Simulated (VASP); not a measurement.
# KF (F-43m) in VASP: equation of state

How stiff is KF in PBE, and what volume does it want? The cell is scaled to several volumes.

Program: VASP 6.6.1. These are calculated values, not measurements. Logs are shortened: lines on timing, memory, paths and dates and some standing lists are left out, and cuts for length are marked.

### 1 The structure

It takes space group F-43m (No. 216, cubic). The conventional cell has a = 5.953 Å, b = 5.953 Å, c = 5.953 Å, α = 90.00°, β = 90.00°, γ = 90.00°. K (site symmetry -43m) has 4 F at 2.58 Å as nearest neighbours. F (site symmetry -43m) has 4 K at 2.58 Å as nearest neighbours.

The cell was built by a generator and needn't be a form met in nature.

### 2 Equation of state, PBE, 24.78 Å³/atom (volume scaled by 0.94)

INCAR reads:

```
SYSTEM = KF
  ALGO = Normal
  EDIFF = 1E-7
  ENCUT = 520
  GGA = PE
  ISIF = 2
  ISMEAR = -1
  LASPH = .True.
  LCHARG = .False.
  LREAL = .False.
  LWAVE = .False.
  NBANDS = 15
  NELM = 60
  PREC = Accurate
  SIGMA = 0.05
```

KPOINTS reads:

```
k-points
0
Gamma
  8 8 8
  0 0 0
```

POSCAR reads:

```
KF
1.0
    0.0000000000      2.9155911147      2.9155911147
    2.9155911147      0.0000000000      2.9155911147
    2.9155911147      2.9155911147      0.0000000000
K F
1 1
Direct
    0.7500000000      0.7500000000      0.7500000000
    0.5000000000      0.5000000000      0.5000000000
```

Potentials or basis: VASP PAW PBE potentials, release 64 (K_sv, F).

Run with:

```console
$ cat potpaw_PBE.64/K_sv/POTCAR potpaw_PBE.64/F/POTCAR > POTCAR
$ mpirun -np 1 vasp_std > vasp.out
```

OUTCAR:

```text
SYSTEM = KF
   EDIFF = 1E-7
   ENCUT = 520
   GGA = PE
   ISIF = 2
   ISMEAR = -1
   LASPH = .True.
   LREAL = .False.
   NELM = 60
   PREC = Accurate

 Found     29 irreducible k-points:

 Following reciprocal coordinates:
            Coordinates               Weight
  0.000000  0.000000  0.000000      1.000000
  0.125000  0.000000  0.000000      8.000000
  0.250000  0.000000  0.000000      8.000000
  0.375000  0.000000  0.000000      8.000000
  0.500000  0.000000  0.000000      4.000000
  0.125000  0.125000  0.000000      6.000000
   k-points           NKPTS =     29   k-points in BZ     NKDIM =     29   number of bands    NBANDS=     15
   number of dos      NEDOS =    301   number of ions     NIONS =      2
   total plane-waves  NPLWV =  32768
   dimension x,y,z NGX =    32 NGY =   32 NGZ =   32
   dimension x,y,z NGXF=    64 NGYF=   64 NGZF=   64
   ions per type =               1   1
   NGX,Y,Z   is equivalent  to a cutoff of  12.90, 12.90, 12.90 a.u.
   NGXF,Y,Z  is equivalent  to a cutoff of  25.80, 25.80, 25.80 a.u.
 SYSTEM =  KF
   PREC   = accura    normal or accurate (medium, high low for compatibility)
   ISTART =      0    job   : 0-new  1-cont  2-samecut
   ICHARG =      2    charge: 1-file 2-atom 10-const
   ISPIN  =      1    spin polarized calculation?
   LNONCOLLINEAR =      F non collinear calculations
   LSORBIT =      F    spin-orbit coupling
   LASPH  =      T    aspherical Exc in radial PAW
   ENCUT  =  520.0 eV  38.22 Ry    6.18 a.u.   7.67  7.67  7.67*2*pi/ulx,y,z
   NELM   =     60;   NELMIN=  2; NELMDL= -5     # of ELM steps
   EDIFF  = 0.1E-06   stopping-criterion for ELM
   LREAL  =      F    real-space projection
   EDIFFG = 0.1E-05   stopping-criterion for IOM
   NSW    =      0    number of steps for IOM
   IBRION =     -1    ionic relax: 0-MD 1-quasi-New 2-CG
   NFREE  =      0    steps in history (QN), initial steepest desc. (CG)
   ISIF   =      2    stress and relaxation
   ISYM   =      2    0-nonsym 1-usesym 2-fastsym
   POTIM  = 0.5000    time-step for ionic-motion
   TEBEG  =    0.0;   TEEND  =   0.0 temperature during run
   PSTRESS=    0.0 pullay stress
   NELECT =      16.0000    total number of electrons
   NUPDOWN=      -1.0000    fix difference up-down
   EMIN   =  10.00;   EMAX   =-10.00  energy-range for DOS
   EFERMI =   0.00;   METHOD = LEGACY
   ISMEAR =    -1;   SIGMA  =   0.05  broadening in eV -4-tet -1-fermi 0-gaus
   EFERMI_NEDOS =   21; number of points for ismear=-14 and -15
   IALGO  =     38    algorithm
   IMIX   =      4    mixing-type and parameters
     AMIX     =   0.40;   BMIX     =  1.00
     AMIX_MAG =   1.60;   BMIX_MAG =  1.00
  volume/ion in A,a.u.               =      24.78       167.25
  Fermi-wavevector in a.u.,A,eV,Ry     =   1.122996  2.122155 17.158579  1.261120
  Thomas-Fermi vector in A             =   2.259659
   LORBIT       =      0    0 simple, 1 ext, 2 COOP (PROOUT), +10 PAW based schemes
   GGA     = PE    functional components
[... 5 lines left out ...]
 non-spin polarized calculation
  energy-cutoff  :      520.00
  volume of cell :       49.57
 maximum number of plane-waves:      1363
   NGX = 15   NGY = 15   NGZ = 15

 number of electron      15.9999994 magnetization

 Free energy of the ion-electron system (eV)
  ---------------------------------------------------
  ext. energy  EPLUGINS =         0.00000000
  ---------------------------------------------------
  free energy    TOTEN  =        -8.11269221 eV

  energy without entropy =       -8.11269221  energy(sigma->0) =       -8.11269221

 E-fermi :  -2.4363     XC(G=0):  -7.0940

 val. band max:       -3.6108341380   @ k =  -0.2500   0.5000   0.2500
 cond. band min:       1.6029620727   @ k =   0.0000   0.0000   0.0000
 fundamental gap:      5.2137962107
 Fermi energy:        -2.4362707097

 k-point     1 :       0.0000    0.0000    0.0000
  band No.  band energies     occupation
      1     -29.7416      2.00000
      2     -22.1529      2.00000
      3     -13.1403      2.00000
      4     -13.1403      2.00000
      5     -13.1403      2.00000
      6      -3.8368      2.00000
      7      -3.8368      2.00000
      8      -3.8368      2.00000
      9       1.6030      0.00000
     10       8.2258      0.00000
     11       8.2258      0.00000
     12       8.3874      0.00000
     13       8.3874      0.00000
     14       8.3874      0.00000
     15      13.4621      0.00000

 k-point     2 :       0.1250    0.0000    0.0000
  band No.  band energies     occupation
      1     -29.7349      2.00000
      2     -22.1657      2.00000
      3     -13.1572      2.00000
      4     -13.1480      2.00000
      5     -13.1480      2.00000
      6      -3.8651      2.00000
      7      -3.8216      2.00000
      8      -3.8216      2.00000
      9       1.9218      0.00000
     10       7.9012      0.00000
     11       7.9012      0.00000
     12       8.1116      0.00000
     13       8.7022      0.00000
     14       8.7022      0.00000
     15      12.3066      0.00000

 k-point     3 :       0.2500    0.0000    0.0000
  band No.  band energies     occupation
      1     -29.7187      2.00000
      2     -22.1973      2.00000
      3     -13.1995      2.00000
      4     -13.1665      2.00000
      5     -13.1665      2.00000
      6      -3.9014      2.00000
      7      -3.7862      2.00000
      8      -3.7862      2.00000
      9       2.7390      0.00000
     10       7.4057      0.00000
     11       7.5891      0.00000
     12       7.5891      0.00000
     13       9.0495      0.00000
     14       9.0495      0.00000
     15      11.0896      0.00000

 k-point     4 :       0.3750    0.0000    0.0000
  band No.  band energies     occupation
      1     -29.7023      2.00000
      2     -22.2287      2.00000
      3     -13.2437      2.00000
      4     -13.1849      2.00000
      5     -13.1849      2.00000
      6      -3.8998      2.00000
      7      -3.7523      2.00000
      8      -3.7523      2.00000
      9       3.7609      0.00000
     10       6.4249      0.00000
     11       7.4121      0.00000
     12       7.4121      0.00000
     13       9.3494      0.00000
     14       9.3494      0.00000
     15      10.6448      0.00000

 k-point     5 :       0.5000    0.0000    0.0000
  band No.  band energies     occupation
      1     -29.6956      2.00000
      2     -22.2418      2.00000
      3     -13.2626      2.00000
      4     -13.1924      2.00000
      5     -13.1924      2.00000
      6      -3.8895      2.00000
      7      -3.7388      2.00000
      8      -3.7388      2.00000
      9       4.4647      0.00000
     10       5.7062      0.00000
     11       7.3591      0.00000
     12       7.3591      0.00000
     13       9.4839      0.00000
     14       9.4839      0.00000
     15      10.7074      0.00000

 k-point     6 :       0.1250    0.1250    0.0000
  band No.  band energies     occupation
      1     -29.7327      2.00000
      2     -22.1698      2.00000
      3     -13.1602      2.00000
      4     -13.1602      2.00000
      5     -13.1433      2.00000
      6      -3.8965      2.00000
      7      -3.8052      2.00000
      8      -3.8052      2.00000
      9       2.0274      0.00000
     10       7.3222      0.00000
     11       8.3689      0.00000
     12       8.5095      0.00000
     13       8.5095      0.00000
     14       8.5356      0.00000
     15      12.8417      0.00000

 [... further k-points ...]
[... 5 lines left out ...]
  --------------------------------------------------------------------------------------
  -------------------------------------------------------------------------------------
  Total        0.4578505      0.4578505      0.4578505      0.0000000      0.0000000      0.0000000
  in kB       14.7987280     14.7987280     14.7987280      0.0000000      0.0000000      0.0000000
  external PRESSURE =      14.7987280 kB  Pullay stress =       0.0000000 kB

 VOLUME and BASIS-vectors are now :
 -----------------------------------------------------------------------------
  energy-cutoff  :      520.00
  volume of cell :       49.57
      direct lattice vectors                 reciprocal lattice vectors
     0.000000000  2.915591115  2.915591115    -0.171491811  0.171491811  0.171491811
     2.915591115  0.000000000  2.915591115     0.171491811 -0.171491811  0.171491811
     2.915591115  2.915591115  0.000000000     0.171491811  0.171491811 -0.171491811

 POSITION                                       TOTAL-FORCE (eV/Angst)
 -----------------------------------------------------------------------------------
      4.37339      4.37339      4.37339         0.000000      0.000000      0.000000
      2.91559      2.91559      2.91559        -0.000000     -0.000000     -0.000000
 -----------------------------------------------------------------------------------
    total drift:                                0.000000      0.000000      0.000000

  FREE ENERGIE OF THE ION-ELECTRON SYSTEM (eV)
  ---------------------------------------------------
  free  energy   TOTEN  =        -8.1126922127 eV

  energy  without entropy=       -8.1126922126  energy(sigma->0) =       -8.11269221
```

It took 12 s on 1 thread of Intel Xeon 6975P-C (Granite Rapids), shared host; peak memory 0.18 GiB.

Results:

| Quantity | Value |
| --- | --- |
| Free energy | -8.1127 eV |
| Pressure | 1.5 GPa |
| Band gap on the k mesh | 5.21 eV, indirect (least direct gap 5.44 eV) |

### 3 Equation of state, PBE, 25.31 Å³/atom (volume scaled by 0.96)

INCAR reads:

```
ALGO = Normal ; EDIFF = 1E-7
ENCUT = 520 ; GGA = PE
ISIF = 2 ; ISMEAR = -1
LASPH = T ; LCHARG = F
LREAL = F ; LWAVE = F
NBANDS = 15 ; NELM = 100
PREC = Accurate ; SIGMA = 0.05
```

KPOINTS reads:

```
k-points
0
Gamma
  8 8 8
```

POSCAR reads:

```
KF
1.0
    0.0000000000      2.9361241230      2.9361241230
    2.9361241230      0.0000000000      2.9361241230
    2.9361241230      2.9361241230      0.0000000000
K F
1 1
Direct
    0.7500000000      0.7500000000      0.7500000000
    0.5000000000      0.5000000000      0.5000000000
```

Potentials or basis: VASP PAW PBE potentials, release 64 (K_sv, F).

Run with:

```console
$ cat potpaw_PBE.64/K_sv/POTCAR potpaw_PBE.64/F/POTCAR > POTCAR
$ mpirun -np 1 vasp_std > vasp.out
```

Run time: 14 s. Hardware: 1 thread of Intel Xeon 6975P-C (Granite Rapids), shared host; peak memory 0.17 GiB.

It converged, with:

```
Free energy            : -8.1216 eV
Pressure               : 0.9 GPa
Band gap on the k mesh : 5.16 eV, indirect (least direct gap 5.37 eV)
```

### 4 Equation of state, PBE, 25.84 Å³/atom (volume scaled by 0.98)

INCAR reads:

```
ALGO = Normal
EDIFF = 1E-7
ENCUT = 520
GGA = PE
ISIF = 2
ISMEAR = -1
LASPH = True
LCHARG = False
LREAL = False
LWAVE = False
NBANDS = 15
NELM = 60
PREC = Accurate
SIGMA = 0.05
```

KPOINTS is that of step 3.

POSCAR reads:

```
KF
1.0
    0.0000000000      2.9563738948      2.9563738948
    2.9563738948      0.0000000000      2.9563738948
    2.9563738948      2.9563738948      0.0000000000
K F
1 1
Direct
    0.7500000000      0.7500000000      0.7500000000
    0.5000000000      0.5000000000      0.5000000000
```

Run with:

```console
$ cat potpaw_PBE.64/K_sv/POTCAR potpaw_PBE.64/F/POTCAR > POTCAR
$ mpirun -np 1 vasp_std > vasp.out
```

Run time: 12 s. Hardware: 1 thread of Intel Xeon 6975P-C (Granite Rapids), shared host; peak memory 0.17 GiB.

Results (log left out):

* Free energy: -8.1270 eV
* Pressure: 0.4 GPa
* Band gap on the k mesh: 5.10 eV, indirect (least direct gap 5.29 eV)

### 5 Equation of state, PBE, 26.89 Å³/atom (volume scaled by 1.02)

INCAR reads:

```
SYSTEM = KF
PREC = Accurate ; ENCUT = 520
EDIFF = 1E-7 ; ISMEAR = -1
SIGMA = 0.05 ; LREAL = .FALSE.
LASPH = .TRUE. ; NELM = 60
ALGO = Normal ; ISIF = 2
LWAVE = .FALSE. ; LCHARG = .FALSE.
GGA = PE ; NBANDS = 15
```

KPOINTS reads:

```
regular mesh
0
G
  8 8 8
  0 0 0
```

POSCAR reads:

```
KF
1.0
    0.0000000000      2.9960615016      2.9960615016
    2.9960615016      0.0000000000      2.9960615016
    2.9960615016      2.9960615016      0.0000000000
K F
1 1
Direct
    0.7500000000      0.7500000000      0.7500000000
    0.5000000000      0.5000000000      0.5000000000
```

Run with:

```console
$ cat potpaw_PBE.64/K_sv/POTCAR potpaw_PBE.64/F/POTCAR > POTCAR
$ mpirun -np 1 vasp_std > vasp.out
```

Wall time 10 s (1 thread of Intel Xeon 6975P-C (Granite Rapids), shared host); peak memory 0.17 GiB.

It converged, with:

| Property | Result |
| --- | --- |
| Free energy | -8.1290 eV |
| Pressure | -0.4 GPa |
| Band gap on the k mesh | 4.99 eV, indirect (least direct gap 5.16 eV) |

### 6 Equation of state, PBE, 27.42 Å³/atom (volume scaled by 1.04)

INCAR reads:

```
PREC = Accurate
ENCUT = 520
EDIFF = 1E-7
ISMEAR = -1
SIGMA = 0.05
LREAL = False
LASPH = True
NELM = 100
ALGO = Normal
ISIF = 2
LWAVE = False
LCHARG = False
GGA = PE
NBANDS = 15
```

KPOINTS reads:

```
regular mesh
0
Gamma
  8 8 8
```

POSCAR reads:

```
KF
1.0
    0.0000000000      3.0155169916      3.0155169916
    3.0155169916      0.0000000000      3.0155169916
    3.0155169916      3.0155169916      0.0000000000
K F
1 1
Direct
    0.7500000000      0.7500000000      0.7500000000
    0.5000000000      0.5000000000      0.5000000000
```

Potentials or basis: VASP PAW PBE potentials, release 64 (K_sv, F).

Run with:

```console
$ cat potpaw_PBE.64/K_sv/POTCAR potpaw_PBE.64/F/POTCAR > POTCAR
$ mpirun -np 1 vasp_std > vasp.out
```

Wall time 11 s (1 thread of Intel Xeon 6975P-C (Granite Rapids), shared host); peak memory 0.17 GiB.

The run converged. Its results:

```yaml
Free_energy: -8.1262 eV
Pressure: -0.7 GPa
Band_gap_on_the_k_mesh: 4.94 eV, indirect (least direct gap 5.10 eV)
```

### 7 Equation of state, PBE, 27.95 Å³/atom (volume scaled by 1.06)

INCAR reads:

```
  PREC = Accurate
  ENCUT = 520
  EDIFF = 1E-7
  ISMEAR = -1
  SIGMA = 0.05
  LREAL = False
  LASPH = True
  NELM = 60
  ALGO = Normal
  ISIF = 2
  LWAVE = False
  LCHARG = False
  GGA = PE
  NBANDS = 15
```

KPOINTS is that of step 6.

POSCAR reads:

```
KF
1.0
    0.0000000000      3.0347246240      3.0347246240
    3.0347246240      0.0000000000      3.0347246240
    3.0347246240      3.0347246240      0.0000000000
K F
1 1
Direct
    0.7500000000      0.7500000000      0.7500000000
    0.5000000000      0.5000000000      0.5000000000
```

Run with:

```console
$ cat potpaw_PBE.64/K_sv/POTCAR potpaw_PBE.64/F/POTCAR > POTCAR
$ mpirun -np 1 vasp_std > vasp.out
```

Wall time 14 s (1 thread of Intel Xeon 6975P-C (Granite Rapids), shared host); peak memory 0.18 GiB.

Results (log left out):

- Free energy: -8.1211 eV
- Pressure: -1.1 GPa
- Band gap on the k mesh: 4.89 eV, indirect (least direct gap 5.03 eV)

### 8 Equation of state, PBE

Potentials or basis: VASP PAW PBE potentials, release 64 (K_sv, F).

This step only gathers the single runs of the series.

What came out:

```
Equilibrium volume                      : 26.55 Å³/atom
Bulk modulus                            : 20 GPa
Pressure derivative of the bulk modulus : 4.6
```

Energy against volume, from the lowest point:
| volume (Å³/atom) | energy (meV/atom) |
| --- | --- |
| 24.784 | 8.36 |
| 25.312 | 3.91 |
| 25.839 | 1.20 |
| 26.366 | 0.00 |
| 26.894 | 0.21 |
| 27.421 | 1.63 |
| 27.948 | 4.16 |
